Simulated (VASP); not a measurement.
# ZnS (P6_3mc) in VASP: a series of runs, part 2 of 2

VASP 6.6.1.

### Step 3. Single point, PBEsol

This run uses another cell than the first one, of 19.22 Å³/atom.

INCAR

```
SYSTEM = ZnS
PREC = Accurate ; ENCUT = 520
EDIFF = 1E-7 ; ISMEAR = 0
SIGMA = 0.01 ; LREAL = .False.
LASPH = .True. ; NELM = 100
ALGO = Normal ; ISIF = 2
LWAVE = .False. ; LCHARG = .False.
GGA = PS ; NBANDS = 26
```

KPOINTS

```
Automatic mesh
0
Gamma
  8 8 4
  0 0 0
```

POSCAR

```
ZnS
1.0
    3.7815781029      0.0000000000      0.0000000000
   -1.8907890514      3.2749427035      0.0000000000
    0.0000000000      0.0000000000      6.2089610191
Zn S
2 2
Direct
    0.3333333333      0.6666666667      0.0054423638
    0.6666666667      0.3333333333      0.5054423638
    0.3333333333      0.6666666667      0.3795576362
    0.6666666667      0.3333333333      0.8795576362
```

Potentials or basis: VASP PAW PBE potentials, release 64 (Zn, S).

Command:

```console
cat potpaw_PBE.64/Zn/POTCAR potpaw_PBE.64/S/POTCAR > POTCAR
mpirun -np 1 vasp_std > vasp.out
```

OUTCAR:

```text
SYSTEM = ZnS
   PREC = Accurate
   ENCUT = 520
   EDIFF = 1E-7
   ISMEAR = 0
   LREAL = .False.
   LASPH = .True.
   NELM = 100
   ISIF = 2
   GGA = PS

 ion  position               nearest neighbor table
   1  0.333  0.667  0.005-   4 2.32   4 2.32   4 2.32   3 2.32
   2  0.667  0.333  0.505-   3 2.32   3 2.32   3 2.32   4 2.32
   3  0.333  0.667  0.380-   2 2.32   2 2.32   2 2.32   1 2.32
   4  0.667  0.333  0.880-   1 2.32   1 2.32   1 2.32   2 2.32

  LATTYP: Found a hexagonal cell.
 ALAT       =     3.7815781029
 C/A-ratio  =     1.6418968087

  Lattice vectors:

 A1 = (   3.7815781029,   0.0000000000,   0.0000000000)
 A2 = (  -1.8907890514,   3.2749427035,   0.0000000000)
 A3 = (   0.0000000000,   0.0000000000,   6.2089610191)

Analysis of symmetry for initial positions (statically):
=====================================================================
 Subroutine PRICEL returns:
 Original cell was already a primitive cell.

 Routine SETGRP: Setting up the symmetry group for a
 hexagonal supercell.

 Subroutine GETGRP returns: Found 12 space group operations
 (whereof  6 operations were pure point group operations)
 out of a pool of 24 trial point group operations.

The static configuration has the point symmetry C_3v.
 The point group associated with its full space group is C_6v.

Analysis of symmetry for dynamics (positions and initial velocities):
=====================================================================
 Subroutine PRICEL returns:
 Original cell was already a primitive cell.

 Routine SETGRP: Setting up the symmetry group for a
 hexagonal supercell.

 Subroutine GETGRP returns: Found 12 space group operations
 (whereof  6 operations were pure point group operations)
 out of a pool of 24 trial point group operations.

The dynamic configuration has the point symmetry C_3v.
 The point group associated with its full space group is C_6v.

 Subroutine INISYM returns: Found 12 space group operations
 (whereof  6 operations are pure point group operations),
 and found     1 'primitive' translations

----------------------------------------------------------------------------------------

                                     Primitive cell

  volume of cell :      76.8946

  direct lattice vectors                    reciprocal lattice vectors
     3.781578103  0.000000000  0.000000000     0.264439864  0.152674427  0.000000000
    -1.890789051  3.274942703  0.000000000     0.000000000  0.305348854  0.000000000
     0.000000000  0.000000000  6.208961019     0.000000000  0.000000000  0.161057542

  length of vectors
     3.781578103  3.781578103  6.208961019     0.305348854  0.305348854  0.161057542

  position of ions in fractional coordinates (direct lattice)
     0.333333333  0.666666667  0.005442364
     0.666666667  0.333333333  0.505442364
     0.333333333  0.666666667  0.379557636
     0.666666667  0.333333333  0.879557636

  ion indices of the primitive-cell ions
   primitive index   ion index
                 1           1
                 2           2
                 3           3
                 4           4

----------------------------------------------------------------------------------------

 KPOINTS: Automatic mesh

Automatic generation of k-mesh.
 Grid dimensions read from file:
 generate k-points for:    8    8    4

 Generating k-lattice:

  Cartesian coordinates                     Fractional coordinates (reciprocal lattice)
     0.033054983  0.019084303  0.000000000     0.125000000  0.000000000  0.000000000
     0.000000000  0.038168607  0.000000000     0.000000000  0.125000000  0.000000000
     0.000000000  0.000000000  0.040264385     0.000000000  0.000000000  0.250000000

  Length of vectors
     0.038168607  0.038168607  0.040264385

  Shift w.r.t. Gamma in fractional coordinates (k-lattice)
     0.000000000  0.000000000  0.000000000

 Subroutine IBZKPT returns following result:
 ===========================================

 Found     30 irreducible k-points:

 Following reciprocal coordinates:
            Coordinates               Weight
  0.000000  0.000000  0.000000      1.000000
  0.125000  0.000000  0.000000      6.000000
  0.250000  0.000000  0.000000      6.000000
  0.375000 -0.000000  0.000000      6.000000
  0.500000  0.000000  0.000000      3.000000
  0.125000  0.125000  0.000000      6.000000
[... 16 lines left out ...]
  0.250000  0.000000  0.500000      6.000000
  0.375000 -0.000000  0.500000      6.000000
 [... further k-points ...]
   k-points           NKPTS =     30   k-points in BZ     NKDIM =     30   number of bands    NBANDS=     26
   number of dos      NEDOS =    301   number of ions     NIONS =      4
   total plane-waves  NPLWV =  37632
   dimension x,y,z NGX =    28 NGY =   28 NGZ =   48
   dimension x,y,z NGXF=    56 NGYF=   56 NGZF=   96
   ions per type =               2   2
   NGX,Y,Z   is equivalent  to a cutoff of  12.31, 12.31, 12.85 a.u.
   NGXF,Y,Z  is equivalent  to a cutoff of  24.62, 24.62, 25.70 a.u.
 SYSTEM =  ZnS
   PREC   = accura    normal or accurate (medium, high low for compatibility)
   ISTART =      0    job   : 0-new  1-cont  2-samecut
   ICHARG =      2    charge: 1-file 2-atom 10-const
   ISPIN  =      1    spin polarized calculation?
   LNONCOLLINEAR =      F non collinear calculations
   LSORBIT =      F    spin-orbit coupling
   LASPH  =      T    aspherical Exc in radial PAW
   ENCUT  =  520.0 eV  38.22 Ry    6.18 a.u.   7.03  7.03 11.54*2*pi/ulx,y,z
   NELM   =    100;   NELMIN=  2; NELMDL= -5     # of ELM steps
   EDIFF  = 0.1E-06   stopping-criterion for ELM
   LREAL  =      F    real-space projection
   EDIFFG = 0.1E-05   stopping-criterion for IOM
   NSW    =      0    number of steps for IOM
   IBRION =     -1    ionic relax: 0-MD 1-quasi-New 2-CG
   NFREE  =      0    steps in history (QN), initial steepest desc. (CG)
   ISIF   =      2    stress and relaxation
   ISYM   =      2    0-nonsym 1-usesym 2-fastsym
   POTIM  = 0.5000    time-step for ionic-motion
   TEBEG  =    0.0;   TEEND  =   0.0 temperature during run
   PSTRESS=    0.0 pullay stress
   NELECT =      36.0000    total number of electrons
   NUPDOWN=      -1.0000    fix difference up-down
   EMIN   =  10.00;   EMAX   =-10.00  energy-range for DOS
   EFERMI =   0.00;   METHOD = LEGACY
   ISMEAR =     0;   SIGMA  =   0.01  broadening in eV -4-tet -1-fermi 0-gaus
   EFERMI_NEDOS =   21; number of points for ismear=-14 and -15
   IALGO  =     38    algorithm
   IMIX   =      4    mixing-type and parameters
     AMIX     =   0.40;   BMIX     =  1.00
     AMIX_MAG =   1.60;   BMIX_MAG =  1.00
  volume/ion in A,a.u.               =      19.22       129.73
  Fermi-wavevector in a.u.,A,eV,Ry     =   1.271190  2.402201 21.985977  1.615924
  Thomas-Fermi vector in A             =   2.404136
   LORBIT       =      0    0 simple, 1 ext, 2 COOP (PROOUT), +10 PAW based schemes
   GGA     = PS    functional components
   LHFCALC =     F    Hartree Fock is set to
   AEXX    =    0.0000 exact exchange contribution
   IVDW    =     0    specifies the selected vdW correction
   LEPSILON=     F    determine dielectric tensor
   LRPA    =     F    only Hartree local field effects (RPA)
 non-spin polarized calculation
 Gauss-broadening in eV      SIGMA  =   0.01
  energy-cutoff  :      520.00
  volume of cell :       76.89
 maximum number of plane-waves:      2081
   NGX = 15   NGY = 15   NGZ = 23

 number of electron      36.0000003 magnetization

 Free energy of the ion-electron system (eV)
  ---------------------------------------------------
  ext. energy  EPLUGINS =         0.00000000
  ---------------------------------------------------
  free energy    TOTEN  =       -15.16704287 eV

  energy without entropy =      -15.16704287  energy(sigma->0) =      -15.16704287

 E-fermi :   2.3366     XC(G=0):  -9.9643

 val. band max:        2.2797192788   @ k =   0.0000   0.0000   0.0000
 cond. band min:       4.4404458952   @ k =   0.0000   0.0000   0.0000
 fundamental gap:      2.1607266163
 Fermi energy:         2.3366355657

 k-point     1 :       0.0000    0.0000    0.0000
  band No.  band energies     occupation
      1     -11.0890      2.00000
      2     -10.0928      2.00000
      3      -4.2098      2.00000
      4      -4.1932      2.00000
      5      -4.1932      2.00000
      6      -4.1075      2.00000
[... 685 lines left out ...]
     25      11.0764      0.00000
     26      11.0764      0.00000

 [... further k-points ...]

------------------------ aborting loop because EDIFF is reached ----------------------------------------

  FORCE on cell =-STRESS in cart. coord.  units (eV):
  Direction    XX          YY          ZZ          XY          YZ          ZX
  --------------------------------------------------------------------------------------
  -------------------------------------------------------------------------------------
  Total        0.1065988      0.1065988      0.0870079      0.0000000      0.0000000      0.0000000
  in kB        2.2210958      2.2210958      1.8128983      0.0000000      0.0000000      0.0000000
  external PRESSURE =       2.0850300 kB  Pullay stress =       0.0000000 kB

 VOLUME and BASIS-vectors are now :
 -----------------------------------------------------------------------------
  energy-cutoff  :      520.00
  volume of cell :       76.89
      direct lattice vectors                 reciprocal lattice vectors
     3.781578103  0.000000000  0.000000000     0.264439864  0.152674427  0.000000000
    -1.890789051  3.274942703  0.000000000     0.000000000  0.305348854  0.000000000
     0.000000000  0.000000000  6.208961019     0.000000000  0.000000000  0.161057542

 POSITION                                       TOTAL-FORCE (eV/Angst)
 -----------------------------------------------------------------------------------
     -0.00000      2.18330      0.03379         0.000000     -0.000000      0.000954
      1.89079      1.09165      3.13827        -0.000000     -0.000000      0.000954
     -0.00000      2.18330      2.35666        -0.000000     -0.000000     -0.000954
      1.89079      1.09165      5.46114         0.000000      0.000000     -0.000954
 -----------------------------------------------------------------------------------
    total drift:                               -0.000000     -0.000000     -0.000334

  FREE ENERGIE OF THE ION-ELECTRON SYSTEM (eV)
  ---------------------------------------------------
  free  energy   TOTEN  =       -15.1670428650 eV

  energy  without entropy=      -15.1670428650  energy(sigma->0) =      -15.16704287
```

Run time: 69 s. Hardware: 1 thread of Intel Xeon 8259CL, shared host; peak memory 0.21 GiB.

What came out:

* Free energy: -15.1670 eV
* Pressure: 0.2 GPa
* Band gap on the k mesh: 2.16 eV

Caveat: the PAW data sets were made with another functional, which shifts forces and pressure a little.

### Step 4. Single point, PBEsol (z stretched by -0.5 %, x and y held)

INCAR

```
SYSTEM = ZnS
ALGO = Normal
EDIFF = 1E-6
ENCUT = 520
GGA = PS
ISIF = 2
ISMEAR = 0
LASPH = .True.
LCHARG = .True.
LELF = .True.
LREAL = .False.
LVHAR = .True.
LWAVE = .False.
NBANDS = 26
NELM = 80
PREC = Accurate
SIGMA = 0.01
```

KPOINTS

```
k-points
0
Gamma
  8 8 4
  0 0 0
```

POSCAR

```
ZnS
1.0
    3.7815781029      0.0000000000      0.0000000000
   -1.8907890514      3.2749427035      0.0000000000
    0.0000000000      0.0000000000      6.1779162140
Zn S
2 2
Direct
    0.3333333333      0.6666666667      0.0049913604
    0.6666666667      0.3333333333      0.5049913604
    0.3333333333      0.6666666667      0.3800086396
    0.6666666667      0.3333333333      0.8800086396
```

Command:

```console
cat potpaw_PBE.64/Zn/POTCAR potpaw_PBE.64/S/POTCAR > POTCAR
mpirun -np 1 vasp_std > vasp.out
```

It took 68 s on 1 thread of Intel Xeon 8259CL, shared host; peak memory 0.21 GiB.

It converged, with:

```
Free energy            : -15.1656 eV
Pressure               : 0.7 GPa
Band gap on the k mesh : 2.20 eV
```

Stress tensor (GPa, compression positive):
```
0.49 0.00 0.00
0.00 0.49 0.00
0.00 0.00 0.98
```

Levels at points of the mesh, in eV from the valence-band top:
```csv
k point,band 14,band 15,band 16,band 17,band 18,band 19,band 20,band 21,band 22,band 23
"(0.00, 0.00, 0.00)",-0.96,-0.96,-0.07,0.00,0.00,2.20,3.00,6.19,6.19,6.51
"(0.50, 0.00, 0.00)",-4.27,-3.44,-2.38,-1.79,-0.93,3.49,4.23,4.99,6.81,7.47
"(0.00, 0.00, 0.50)",-2.95,-0.50,-0.50,-0.50,-0.50,3.51,3.51,6.65,6.65,6.65
"(0.50, 0.00, 0.50)",-5.05,-1.71,-1.71,-1.70,-1.70,3.43,3.43,5.10,5.10,8.79
```

Caveat: the cell differs from its parent crystal (z stretched by -0.5 %, x and y held); the PAW data sets were made with another functional, which shifts forces and pressure a little.

### Step 5. Single point, PBEsol

This run uses another cell than the first one, of 19.51 Å³/atom.

INCAR

```
PREC = Accurate
ENCUT = 520
EDIFF = 1E-7
ISMEAR = 0
SIGMA = 0.01
LREAL = False
LASPH = True
NELM = 80
ALGO = Normal
ISIF = 2
LWAVE = False
LCHARG = False
GGA = PS
NBANDS = 26
```

KPOINTS

```
Automatic mesh
0
Gamma
  8 8 4
```

POSCAR

```
ZnS
1.0
    3.8004859934      0.0000000000      0.0000000000
   -1.9002429967      3.2913174170      0.0000000000
    0.0000000000      0.0000000000      6.2400058242
Zn S
2 2
Direct
    0.3333333333      0.6666666667      0.0053974846
    0.6666666667      0.3333333333      0.5053974846
    0.3333333333      0.6666666667      0.3796025154
    0.6666666667      0.3333333333      0.8796025154
```

Command:

```console
cat potpaw_PBE.64/Zn/POTCAR potpaw_PBE.64/S/POTCAR > POTCAR
mpirun -np 1 vasp_std > vasp.out
```

Wall time 72 s (1 thread of Intel Xeon 8259CL, shared host); peak memory 0.21 GiB.

It converged, with:

| Quantity | Value |
| --- | --- |
| Free energy | -15.1646 eV |
| Pressure | -0.9 GPa |
| Band gap on the k mesh | 2.09 eV |

Stress tensor (GPa, compression positive):
```
-0.91  0.00  0.00
 0.00 -0.91  0.00
 0.00  0.00 -1.00
```

Levels at points of the mesh, in eV from the valence-band top:
```csv
k point,band 16,band 17,band 18,band 19,band 20,band 21
"(0.00, 0.00, 0.00)",-0.09,0.00,0.00,2.09,3.00,6.22
"(0.50, 0.00, 0.00)",-2.29,-1.75,-0.91,3.53,4.17,4.97
"(0.00, 0.00, 0.50)",-0.48,-0.48,-0.48,3.47,3.47,6.68
"(0.50, 0.00, 0.50)",-1.68,-1.65,-1.65,3.41,3.41,5.11
```

Caveat: the PAW data sets were made with another functional, which shifts forces and pressure a little.

### Step 6. The runs side by side

| cell | gap on the mesh (eV) | pressure (GPa) |
| --- | --- | --- |
| a = 3.763, b = 3.763, c = 6.178 Å, angles 90.0, 90.0, 120.0°, 4 atoms, atomic positions A | 2.23 | 1.5 |
| a = 3.782, b = 3.782, c = 6.209 Å, angles 90.0, 90.0, 120.0°, 4 atoms, atomic positions B | 2.16 | 0.2 |
| a = 3.782, b = 3.782, c = 6.178 Å, angles 90.0, 90.0, 120.0°, 4 atoms, atomic positions C | 2.20 | 0.7 |
| a = 3.800, b = 3.800, c = 6.240 Å, angles 90.0, 90.0, 120.0°, 4 atoms, atomic positions B | 2.09 | -0.9 |

Alike in all rows: task single point; level PBEsol; potentials or basis VASP PAW PBE potentials, release 64 (Zn, S); no spin polarisation; k mesh 8 × 8 × 4; cutoff (eV) 520; smearing gaussian 0.01 eV.

Caveats: the PAW data sets were made with another functional, which shifts forces and pressure a little.

Absolute energies hang on the potentials; compare differences alone.

### Step 7. Comparison with measurements

Step 3. Measured gap of ZnS: 3.911 eV (direct; 4 K; a printed reference work, monograph). This calculation gives 2.16 eV (-1.75 eV). The value is that of PBEsol, without temperature or zero-point motion. Semilocal functionals fall short of measured gaps as a rule.

Step 5. Measured gap of ZnS: 3.911 eV (direct; 4 K; a printed reference work, monograph). This calculation gives 2.09 eV (-1.82 eV). The value is that of PBEsol, without temperature or zero-point motion. Semilocal functionals fall short of measured gaps as a rule.
